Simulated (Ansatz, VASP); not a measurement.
**One calculation of Au, two programs**

```
Au
1.0
     0.00000    2.08564    2.08564
     2.08564    0.00000    2.08564
     2.08564    2.08564    0.00000
Au
1
Direct
  0.00000 0.00000 0.00000
```

Alike in both runs: task single point; functional PBEsol; k mesh 8 × 8 × 8; occupations gaussian, width 0.1 eV; no spin polarisation.

|  | VASP | Ansatz |
| --- | --- | --- |
| version | VASP 6.6.1 | Ansatz 0.2.0 |
| potentials or method | VASP PAW PBE potentials, release 64 (Au) | scalar-relativistic, plane waves, PAW |
| plane-wave cutoff (eV) | 520 | 420 |
| valence electrons in the cell | 11 | 19 |

Ansatz gave:

```
gap on the k mesh at the Fermi level (eV) : none
pressure (GPa)                            : -8.6
```

Task: Estimate VASP's values.

Result: gap on the k mesh at the Fermi level (eV): none; pressure (GPa): -8.8.

A gap of «none» marks a metal or a gap that the smearing closes. With one functional, cell and mesh, what is left measures potentials, basis and numerics. The two sets of potentials don't hold the same shells in valence.

Caveats: the PAW data sets were made with another functional, which shifts forces and pressure a little (VASP). The runs have no spin-orbit coupling, so splittings on Au are missing.
